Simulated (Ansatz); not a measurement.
# 1T-IrSSe monolayer in a perpendicular field

Wanted: the out-of-plane response of the 1T-IrSSe monolayer. A positive field points along +c.

Calculated with Ansatz 0.2.0; plane-wave DFT, PBE-D3(BJ), Ansatz PAW (set soft_1); PAW set soft_1.

**1. Set-up**

The cell holds 3 atoms: 1 Se, 1 Ir and 1 S. Cell: a = 3.456 Å, b = 3.456 Å, c = 36.408 Å, α = 90.0°, β = 90.0°, γ = 120.0°. Vacuum lies along c.

**2. Relaxing the slab**

The starting cell is a guess, so the in-plane lattice and the atoms are relaxed first, with the slab cut off from its images along the normal.

input.yaml

```yaml
crystal:
  lattice:
    - [3.455957, 0.0, 0.0]
    - [-1.7279785, 2.9929465564, 0.0]
    - [0.0, 0.0, 36.408456699]
  atoms:
    - { symbol: Se, position: [0.6666666667, 0.3333333333, 0.462804566] }
    - { symbol: Ir, position: [0.0, 0.0, 0.5036720142], spin: 1.0 }
    - { symbol: S, position: [0.3333333333, 0.6666666667, 0.537195434] }
  periodic: [true, true, false]
magnetization:
  spin_polarized: true
kpoints:
  mp_grid: { grid: [12, 12, 1] }
hamiltonian:
  xc: pbe
  dispersion: d3bj
  pseudopotentials: { kind: paw, azcp: { folder: soft_1 } }
scf:
  occupations: { method: fermi_dirac, width: 0.05 }
  convergence: { dr2_threshold: 1.0e-09 }
relax:
  f_tol: 0.004
  max_steps: 90
  cell: {}
output:
  write_potential: true
  write_density: true
  volumetric_format: npy
```

Launch:

```sh
> ansatz run input.yaml --threads 2 --pin off --max-ram 3072MiB --backend cpu --events-out ev --progress --plain --runs-dir out
```

Numbers of over 12 decimals in the logs are rounded to 6 here.

Log:

```text
Warning: relax.cell: scf.convergence.dr2_threshold = 1e-9 eV is looser than the 1.85752910745e-10 eV advised for a relaxation that steers and ends on the stress (1e-10 eV for each atom of the cell: 3, times the square of relax.cell.stress_2d_tol = 0.05 N/m over 12.7 Å (the atoms' height at the walk's start and 5 Å past either face), 3.934e-2 GPa, over a crystal's default 0.05). What an SCF threshold leaves in a stress goes as its square root, and in the free energy as the threshold itself, and one threshold admits the most on a small cell: [figures from the program's tests cut] Set scf.convergence.dr2_threshold to 1.85752910745e-10 eV or tighter. [rest of the remark cut]
Engine: ansatz 0.2.0, x86_64-unknown-linux-gnu
Pseudopotentials: kind: paw
Pseudopotential: Se, paw, valence charge 16, recommended cutoff 420 eV (normal), soft_1/Se.paw.azcp
Pseudopotential: Ir, paw, valence charge 17, recommended cutoff 420 eV (normal), soft_1/Ir.paw.azcp
Pseudopotential: S, paw, valence charge 6, recommended cutoff 420 eV (normal), soft_1/S.paw.azcp
Functional definition: PBE
  parameter kappa = 0.804
  parameter beta = 0.066725
  exchange = pbe_x(kappa = kappa, mu = beta*pi^2/3)
  correlation = pbe_c(beta = beta)
Crystal: 3 atoms, lattice volume = 376.591 Å³
Basis set: ecut = 420 eV, 7303 PW (Γ), exchange–correlation on 48×48×500 points (8 copies of the dense FFT grid, shifted against one another)
Bands: 24, of which v1, the nominal top of the filled ones, is band 20 counted from 1 (19 counted from 0)
Symmetry: 6 space group operations
Space group: P3m1 (ITA 156), of the structure as read, at distance tolerance 7.2e-5 Å
Magnetic group: BNS 156.49 (UNI 1279), of the structure as read, at distance tolerance 7.2e-5 Å
k-points: 19 of 144 (time reversal used)
Non-local potential: Se, projectors of the file, l = 0: 2, l = 1: 2, l = 2: 3, l = 3: 1
Non-local potential: Ir, projectors of the file, l = 0: 3, l = 1: 2, l = 2: 2, l = 3: 1
Non-local potential: S, projectors of the file, l = 0: 2, l = 1: 2, l = 2: 1
PAW form: soft (Blöchl's): semilocal exchange-correlation on the pseudo side does not see the compensation charge
PAW one-centre angular grid: Se, 590 points (default); XC on 64 Gauss nodes
PAW one-centre angular grid: Ir, 590 points (default); XC on 64 Gauss nodes
PAW one-centre angular grid: S, 110 points (default); XC on 64 Gauss nodes
Initial density: superposition of atomic densities (neutral atoms: chi_scale 0, normalization atom)
Starting moments: Σ|m| = 1 μB on 1 of 3 sites
Initial wavefunctions: pseudopotential atomic-orbital guess
Functional: x = pbe(κ = 0.804, μ = 0.219515), c = pbe(β = 0.066725)
iter 1 solved again at ethr=2.06e-3 eV; its pass at ethr=3.10e-3 eV (dr2=8.02e-1 eV) is discarded
SCF iter   1: F=—  HF=-18309.022604 eV  |F-HF|=—  |Δ(HF+E_count)|=         —  Δρ=1.12e-2 (↑1.12e-2 ↓7.71e-3)  dr2=8.05e-1  dr2_m=3.39e-2  M=0.915 μB ∫|m|=0.919 μB  β_m=0.30  ethr=2.06e-3  ⟨swp⟩=1.1  Hψ=9654  notcnv=0
Mixer restart at iter 1: flushing history
preconditioner: auto → LDOS  [metal: Δε(μ)=0.037 eV  Ē_g=9.272 eV  σ=0.050 eV  W_gap=0.18  n_scr=20 (ndim 8)  ℏωp=8.8 eV  f_vac=0.816  D(μ)=3.09/eV (n_scr^D=14)]
spin=Collinear: LDOS preconditioning applied to the charge; magnetization (m = ρ↑ − ρ↓) channel mixes plain (no charge-response kernel on spin).
SCF iter   2: F=—  HF=-18309.147759 eV  |F-HF|=—  |Δ(HF+E_count)|=   1.25e-1  Δρ=8.11e-3 (↑8.11e-3 ↓5.49e-3)  dr2=4.44e-1  dr2_m=2.32e-2  M=0.888 μB ∫|m|=0.893 μB  β_m=0.64  ethr=2.06e-3  ⟨swp⟩=3.1  Hψ=1162  notcnv=0
SCF iter   3: F=—  HF=-18309.334750 eV  |F-HF|=—  |Δ(HF+E_count)|=   1.87e-1  Δρ=1.98e-3 (↑1.98e-3 ↓1.43e-3)  dr2=3.66e-2  dr2_m=7.88e-3  M=0.740 μB ∫|m|=0.748 μB  β_m=0.82  ethr=1.14e-3  ⟨swp⟩=4.8  Hψ=1942  notcnv=0  defer=1
SCF iter   4: F=—  HF=-18309.379719 eV  |F-HF|=—  |Δ(HF+E_count)|=         —  Δρ=2.43e-3 (↑2.43e-3 ↓2.37e-3)  dr2=2.18e-2  dr2_m=1.80e-2  M=0.358 μB ∫|m|=0.368 μB  β_m=0.82  ethr=9.38e-5  ⟨swp⟩=4.2  Hψ=2365  notcnv=0
SCF iter   5: F=—  HF=-18309.374822 eV  |F-HF|=—  |Δ(HF+E_count)|=   4.90e-3  Δρ=1.18e-3 (↑1.10e-3 ↓1.18e-3)  dr2=4.83e-3  dr2_m=3.88e-3  M=0.250 μB ∫|m|=0.258 μB  β_m=0.91  ethr=5.60e-5  ⟨swp⟩=3.8  Hψ=2158  notcnv=0
SCF iter   6: F=—  HF=-18309.377248 eV  |F-HF|=—  |Δ(HF+E_count)|=   2.43e-3  Δρ=7.29e-4 (↑7.29e-4 ↓5.96e-4)  dr2=7.77e-3  dr2_m=7.78e-4  M=0.134 μB ∫|m|=0.138 μB  β_m=0.85  ethr=1.24e-5  ⟨swp⟩=4.0  Hψ=2548  notcnv=0
SCF iter   7: F=—  HF=-18309.375178 eV  |F-HF|=—  |Δ(HF+E_count)|=   2.07e-3  Δρ=2.75e-4 (↑2.70e-4 ↓2.75e-4)  dr2=3.05e-4  dr2_m=2.40e-4  M=0.078 μB ∫|m|=0.081 μB  β_m=0.92  ethr=1.24e-5  ⟨swp⟩=3.1  Hψ=1871  notcnv=0
SCF iter   8: F=—  HF=-18309.375235 eV  |F-HF|=—  |Δ(HF+E_count)|=   5.69e-5  Δρ=1.34e-4 (↑1.25e-4 ↓1.34e-4)  dr2=5.47e-5  dr2_m=4.87e-5  M=0.034 μB ∫|m|=0.035 μB  β_m=0.96  ethr=7.83e-7  ⟨swp⟩=3.2  Hψ=2165  notcnv=0
SCF iter   9: F=—  HF=-18309.375255 eV  |F-HF|=—  |Δ(HF+E_count)|=   2.07e-5  Δρ=6.20e-5 (↑6.20e-5 ↓5.56e-5)  dr2=2.59e-5  dr2_m=8.66e-6  M=0.014 μB ∫|m|=0.014 μB  β_m=0.88  ethr=1.40e-7  ⟨swp⟩=3.1  Hψ=2126  notcnv=0
SCF iter  10: F=—  HF=-18309.375263 eV  |F-HF|=—  |Δ(HF+E_count)|=   7.76e-6  Δρ=2.36e-5 (↑2.36e-5 ↓2.13e-5)  dr2=4.11e-6  dr2_m=1.31e-6  M=0.004 μB ∫|m|=0.004 μB  β_m=0.87  ethr=6.63e-8  ⟨swp⟩=3.0  Hψ=1992  notcnv=0
SCF iter  11: F=—  HF=-18309.375266 eV  |F-HF|=—  |Δ(HF+E_count)|=   2.71e-6  Δρ=4.39e-6 (↑4.39e-6 ↓2.56e-6)  dr2=1.87e-7  dr2_m=1.51e-8  M=0.000 μB ∫|m|=0.000 μB  β_m=0.89  ethr=1.05e-8  ⟨swp⟩=3.8  Hψ=2260  notcnv=0
SCF iter  12: F=—  HF=-18309.375266 eV  |F-HF|=—  |Δ(HF+E_count)|=   6.00e-7  Δρ=1.19e-6 (↑9.09e-7 ↓1.19e-6)  dr2=1.60e-8  dr2_m=1.97e-9  M=-0.000 μB ∫|m|=0.000 μB  β_m=0.84  ethr=4.80e-10  ⟨swp⟩=3.2  Hψ=2036  notcnv=0
SCF iter  13: F=—  HF=-18309.375266 eV  |F-HF|=—  |Δ(HF+E_count)|=   7.10e-8  Δρ=3.28e-7 (↑3.06e-7 ↓3.28e-7)  dr2=2.65e-9  dr2_m=1.19e-10  M=0.000 μB ∫|m|=0.000 μB  β_m=0.77  ethr=4.09e-11  ⟨swp⟩=3.5  Hψ=2057  notcnv=0
SCF iter  14: F=-18309.375266 eV  HF=-18309.375266 eV  |F-HF|=1.46e-9  |Δ(HF+E_count)|=   8.63e-9  Δρ=1.21e-7 (↑1.21e-7 ↓1.14e-7)  dr2=6.88e-10  dr2_m=1.31e-11  M=-0.000 μB ∫|m|=0.000 μB  ethr=2.56e-12  ⟨swp⟩=9.7  Hψ=7575  notcnv=0
[...]
Basis set: ecut = 420 eV, 7837 PW (Γ), exchange–correlation on 50×50×500 points (8 copies of the dense FFT grid, shifted against one another)
Initial wavefunctions: pseudopotential atomic-orbital guess (no wavefunctions were taken with the density)
iter 1 solved again at ethr=5.51e-7 eV; its pass at ethr=3.10e-3 eV (dr2=2.15e-4 eV) is discarded
SCF iter   1: F=—  HF=-18309.481002 eV  |F-HF|=—  |Δ(HF+E_count)|=         —  Δρ=1.90e-4 (↑1.90e-4 ↓1.90e-4)  dr2=2.77e-5  dr2_m=5.12e-13  M=-0.000 μB ∫|m|=0.000 μB  β_m=0.65  ethr=5.51e-7  ⟨swp⟩=5.7  Hψ=11416  notcnv=0
preconditioner: auto → Resta (q_TF=auto, 1.845 Å⁻¹)  ε∞=1.9  [insulator: Δε(μ)=0.136 eV  Ē_g=8.895 eV  σ=0.050 eV  W_gap=0.59  n_scr=20 (ndim 8)  ℏωp=8.4 eV  f_vac=0.826  D(μ)=2.32/eV (n_scr^D=10)  ε∞_Penn≈1.9  vacuum switching on, ρ_ref=5.7e-3 e/Å³]
spin=Collinear: Resta preconditioning applied to the charge; magnetization (m = ρ↑ − ρ↓) channel mixes plain (no charge-response kernel on spin).
SCF iter   2: F=—  HF=-18309.493853 eV  |F-HF|=—  |Δ(HF+E_count)|=   1.29e-2  Δρ=6.77e-5 (↑6.77e-5 ↓6.77e-5)  dr2=1.18e-5  dr2_m=1.44e-13  M=-0.000 μB ∫|m|=0.000 μB  β_m=0.45  ethr=7.11e-8  ⟨swp⟩=4.4  Hψ=2460  notcnv=0
SCF iter   3: F=—  HF=-18309.495096 eV  |F-HF|=—  |Δ(HF+E_count)|=   1.24e-3  Δρ=5.08e-5 (↑5.08e-5 ↓5.08e-5)  dr2=7.60e-6  dr2_m=1.04e-13  M=-0.000 μB ∫|m|=0.000 μB  β_m=0.48  ethr=3.02e-8  ⟨swp⟩=2.7  Hψ=1361  notcnv=0
SCF iter   4: F=—  HF=-18309.496389 eV  |F-HF|=—  |Δ(HF+E_count)|=   1.29e-3  Δρ=2.85e-5 (↑2.85e-5 ↓2.85e-5)  dr2=7.98e-6  dr2_m=7.29e-14  M=-0.000 μB ∫|m|=0.000 μB  β_m=0.43  ethr=1.95e-8  ⟨swp⟩=3.2  Hψ=1630  notcnv=0
SCF iter   5: F=—  HF=-18309.497087 eV  |F-HF|=—  |Δ(HF+E_count)|=   6.98e-4  Δρ=7.24e-6 (↑7.24e-6 ↓7.24e-6)  dr2=1.98e-7  dr2_m=4.79e-13  M=-0.000 μB ∫|m|=0.000 μB  β_m=0.55  ethr=1.95e-8  ⟨swp⟩=2.4  Hψ=1297  notcnv=0
SCF iter   6: F=—  HF=-18309.497175 eV  |F-HF|=—  |Δ(HF+E_count)|=   8.74e-5  Δρ=1.12e-6 (↑1.12e-6 ↓1.12e-6)  dr2=2.74e-8  dr2_m=3.20e-13  M=-0.000 μB ∫|m|=0.000 μB  β_m=0.65  ethr=5.08e-10  ⟨swp⟩=4.1  Hψ=2395  notcnv=0
SCF iter   7: F=—  HF=-18309.497142 eV  |F-HF|=—  |Δ(HF+E_count)|=   3.31e-5  Δρ=6.33e-7 (↑6.33e-7 ↓6.32e-7)  dr2=9.62e-9  dr2_m=1.41e-14  M=-0.000 μB ∫|m|=0.000 μB  β_m=0.64  ethr=7.03e-11  ⟨swp⟩=4.9  Hψ=2607  notcnv=0
SCF iter   8: F=—  HF=-18309.497142 eV  |F-HF|=—  |Δ(HF+E_count)|=   1.57e-7  Δρ=2.22e-7 (↑2.22e-7 ↓2.19e-7)  dr2=1.51e-9  dr2_m=2.11e-14  M=-0.000 μB ∫|m|=0.000 μB  β_m=0.82  ethr=2.47e-11  ⟨swp⟩=3.7  Hψ=2053  notcnv=0
SCF iter   9: F=—  HF=-18309.497142 eV  |F-HF|=—  |Δ(HF+E_count)|=  9.09e-11  Δρ=6.59e-8 (↑6.59e-8 ↓6.58e-8)  dr2=9.72e-11  dr2_m=2.19e-15  M=-0.000 μB ∫|m|=0.000 μB  β_m=0.77  ethr=3.87e-12  ⟨swp⟩=3.8  Hψ=2125  notcnv=0
SCF iter  10: F=-18309.497142 eV  HF=-18309.497142 eV  |F-HF|=1.27e-8  |Δ(HF+E_count)|=   7.93e-9  Δρ=2.53e-8 (↑2.52e-8 ↓2.53e-8)  dr2=1.17e-11  dr2_m=1.10e-15  M=-0.000 μB ∫|m|=0.000 μB  ethr=1.00e-12  ⟨swp⟩=13.5  Hψ=7601  notcnv=0
the starting moments were not kept: the SCF closed with an absolute magnetisation of 4.0e-8 μB, where they sum to 1 μB in size (1 site). That is at most 0.1 of that sum. Measured as dr2_m measures the in/out step, that magnetisation stands 2.8e-16 eV from none, at or under the dr2_threshold of 1.0e-9 eV: it is no larger than a step whose dr2_m would equal this threshold.
SCF 7 converged in 10 iterations: F = -18309.497142 eV  dr2 = 1.17e-11
relax step   7: F+E_penalty+E_count = -18309.49714167 eV  Δ(F+E_penalty+E_count) = -1.218e-3 eV  max|allowed force component| = 9.310e-4 eV/Å  Δτ_max = 0.0000 Å  P = +0.001 N/m  Ω = 408.081 Å³  fix = [c, alpha, beta]  reactions: c +0.000 N/m  stress off target by 9.12e-4 N/m on what of the cell is left free  SCF on the basis re-selected at this cell (its energy is not comparable with the rows above)  (10 SCF iters)
basis re-selected at this cell: Δ(F+E_penalty+E_count) = -1.218e-3 eV, ΔP = +0.002 N/m vs the last step (what re-selecting the basis moved, of the pressure what is left beyond the Pulay correction that the steps carried, after the strain that the cell walked since its last selection, with what the two solves' SCF thresholds leave and, on support functions, any second-order correction that the steps lacked; it is no measure of the basis error at this ecutwfc). The dense FFT grid was sized anew with the basis: this SCF ran on 25×25×250 points, the steps before it on 24×24×250, so part of this shift can come from that change (see relax.cell in the input reference). [rest of the remark cut]
WARN: The input density's exchange-correlation potential varies sharply where the density is thin. Do not read a vacuum level from v_tot or v_xc, or from such a field of the output density. On a cell that repeats whose density bears no net charge and no dipole along the vacuum's axis use v_es (v_loc + v_h of the components); under efield.dipole_correction with no amplitude use v_es + v_field, which holds any external [...]
SCF converged after 10 iterations
Magnetization: -0.0000 μB (19.5000 up, 19.5000 down)
Absolute magnetization: 0.0000 μB (∫|ρ↑−ρ↓|, with the PAW one-centre terms)
Spin contamination: 0.0000 ħ² per cell (⟨S²⟩ above its minimum at these occupations)
Per-site moments (μB) at R_I (Å): [(3.3330001033012948e-9, 1.045047), (-2.072397968646548e-8, 0.962032), (4.354015005701161e-9, 0.962032)]
Free energy (F): -18309.497142 eV
Harris-Foulkes:  -18309.497142 eV  (|F-HF|=1.27e-8)
Internal energy: -18309.476223 eV  (E = F + TS)
E sigma→0 (E₀):  -18309.486682 eV
Entropy (-TS):   -0.020918 eV (-6.973 meV/atom)
Fermi energy:    -5.390265 eV
--- Per-component energies (eV) ---
  E_band       = -1270.031865
  E_kinetic    = 756.706615
  E_local      = -101445.700064  (includes V_loc(G=0)·N_el)
  E_nonlocal   = -129.299234
  E_hartree    = 50228.130089
  E_xc         = -403.486087
  E_vxc        = -428.711654  (∫ρ·V_xc dr)
  E_paw        = -12004.271690  (= ΣΔE_a)
  E_vpaw       = -479.287516  (= ΣTr[D̂ρ^β])
  E_aug_tail   = -0.000026  (compensation charges beyond the density's cutoff)
  E_ewald      = 44689.277484
  E_disp       = -0.833309  (pairwise vdW)
  E_smearing   = -0.020918  (= −TS)
  E_closure    = 0.000000  (closes the sum)
  Σ components = -18309.497142   (vs F -18309.497142, Δ=0.00e0)
--- Forces (eV/Å), atoms counted from 1 ---
  atom   1  Se     0.00000000    -0.00000000     0.00093088
  atom   2  Ir     0.00000000    -0.00000000    -0.00021554
  atom   3  S      0.00000000     0.00000000    -0.00071562
  max |Σ_I F_I| component: 2.80e-7 eV/Å
--- 2D stress c σ (N/m, compression-positive) ---
        0.000912      -0.000000       0.000000
       -0.000000       0.000912       0.000000
        0.000000       0.000000       0.000000
  P = ½ c Tr σ = 0.0009 N/m
--- Band table (eV; the first three rows and the last of 38) ---
  k-point 0 ↑: bands = [... 16 lower, -6.8983, -5.7200, -5.7200, -5.6690, -1.8392, -1.8392, -0.8913, -0.4189]
  k-point 1 ↑: bands = [... 16 lower, -6.8456, -6.2692, -5.6271, -5.1900, -2.3704, -1.9828, -0.6808, -0.2897]
  k-point 2 ↑: bands = [... 16 lower, -7.0299, -6.2715, -5.5057, -4.9983, -3.1788, -2.2528, -0.2141, 0.0319]
  k-point 18 ↓: bands = [... 16 lower, -8.3675, -7.0654, -6.1611, -5.4780, -3.6225, -2.5947, 1.0760, 2.5861]
  the weakly bound empty levels are not read free of the cell's end (no_gap_told)
--- Relaxed structure (6 steps of the walk, 6 accepted, 1 SCFs on fresh bases) ---
  F+E_penalty+E_count = -18309.49714167 eV   max|allowed force component| = 9.310e-4 eV/Å   (the final SCF, on the basis selected at the relaxed cell)
  cell:  # Å, volume = 408.0806 Å³
    - [3.597547, 0, 0]
    - [-1.798774, 3.115567, 0]
    - [0, 0, 36.408456699]
  atoms:
    - { symbol: Se, position: [0.666667, 0.333333, 0.464951] }
    - { symbol: Ir, position: [2.5252795785234364e-19, 5.050559157046873e-19, 0.504794] }
    - { symbol: S, position: [0.333333, 0.666667, 0.533927] }
```

Wall time 86 s (2 threads of Intel Xeon Platinum 8559C (Emerald Rapids), shared host); peak memory 0.94 GiB.

Step by step:

```
step  energy less that of the first step (eV)  largest force component (eV/Å)  volume (Å³)
   1                                   0.0000                          0.8216       376.59
   2                                  -0.1075                          0.3207       399.22
   3                                  -0.1189                          0.1500       409.96
   4                                  -0.1207                          0.0117       407.81
   5                                  -0.1207                          0.0074       407.98
   6                                  -0.1207                          0.0006       408.08
  7*                                  -0.1219                          0.0009       408.08
```

Relaxation steps marked * repeat the geometry before them on a plane-wave basis chosen anew for their cell, so energy and pressure can jump there.

The run keeps the 6 symmetry operations that it works with, so distortions that break them were not tested.

```
cell as run  before  after  change
      a (Å)   3.456  3.598  +4.1 %
      b (Å)   3.456  3.598  +4.1 %
```

The atoms that moved most (Å, along periodic axes as changes of fractional coordinates times the final cell, across vacuum about the mean position):

```
atom     dx     dy      dz  length
  S3  0.000  0.000  -0.119   0.119
 Se1  0.000  0.000   0.078   0.078
 Ir2  0.000  0.000   0.041   0.041
```

The relaxed structure:

```
Se Ir S
1.0
     3.59755    0.00000    0.00000
    -1.79877    3.11557    0.00000
     0.00000    0.00000   36.40846
Se Ir S
1 1 1
Direct
  0.66667 0.33333 0.46495
  0.00000 0.00000 0.50479
  0.33333 0.66667 0.53393
```

This step gave:

- energy at zero smearing: -18309.4867 eV

The lattice constant a goes from 3.456 to 3.598 Å.

(Part 1 of 2 ends here.)

[Logs are printed without paths, hosts, clocks, repeated set-up lines and the standing remarks that a program may print on its own settings, such as how far it seeks lower states.]

[Hosts, paths, dates, database ids (printed as entryN), source tags and the programs' standing remarks are cut or masked in the printed files.]

[Maps of the electrostatic potential energy from Ansatz leave out the sawtooth potential of an applied field or a dipole correction, so their vacuum need not be flat; planar profiles and work functions include it.]
